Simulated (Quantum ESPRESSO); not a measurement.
Input of a Quantum ESPRESSO 7.5 run:

File scf.in:

```
&CONTROL
  calculation = 'scf'
  prefix = 'pwscf'
  outdir = './tmp'
  pseudo_dir = './pseudo'
/
&SYSTEM
  ibrav = 0
  nat = 2
  ntyp = 1
  ecutwfc = 36
  nbnd = 9
  occupations = 'smearing'
  smearing = 'fd'
  degauss = 0.00367493
  force_symmorphic = .true.
/
&ELECTRONS
  conv_thr = 4d-10
  electron_maxstep = 120
  mixing_beta = 0.5
/
ATOMIC_SPECIES
Si    28.0850 Si.upf
CELL_PARAMETERS angstrom
   0.0000000000    2.6083063646    2.6083063646
   2.6083063646    0.0000000000    2.6083063646
   2.6083063646    2.6083063646    0.0000000000
ATOMIC_POSITIONS crystal
Si     0.5000000000    0.5000000000    0.5000000000
Si     0.7500000000    0.7500000000    0.7500000000
K_POINTS automatic
8 8 8 0 0 0
```

File nscf.in:

```
&CONTROL
  calculation = 'nscf'
  prefix = 'pwscf'
  outdir = './tmp'
  pseudo_dir = './pseudo'
/
&SYSTEM
  ibrav = 0
  nat = 2
  ntyp = 1
  ecutwfc = 36
  nbnd = 124
  occupations = 'fixed'
  force_symmorphic = .true.
/
&ELECTRONS
  conv_thr = 1d-08
  diago_full_acc = .true.
  diago_thr_init = 1d-06
/
ATOMIC_SPECIES
Si    28.0850 Si.upf
CELL_PARAMETERS angstrom
   0.0000000000    2.6083063646    2.6083063646
   2.6083063646    0.0000000000    2.6083063646
   2.6083063646    2.6083063646    0.0000000000
ATOMIC_POSITIONS crystal
Si     0.5000000000    0.5000000000    0.5000000000
Si     0.7500000000    0.7500000000    0.7500000000
K_POINTS automatic
6 6 6 0 0 0
```

Potentials or basis: PseudoDojo 0.4.1 SR PBE standard.

Run with:

```bash
$ OMP_NUM_THREADS=1 pw.x -in scf.in > scf.out
$ OMP_NUM_THREADS=1 pw.x -in nscf.in > nscf.out
```

Q: What does it give for the band gap on the k mesh, mean-field level?

A: 0.44 eV, indirect (least direct gap 2.59 eV).

A k mesh can miss the band edges.
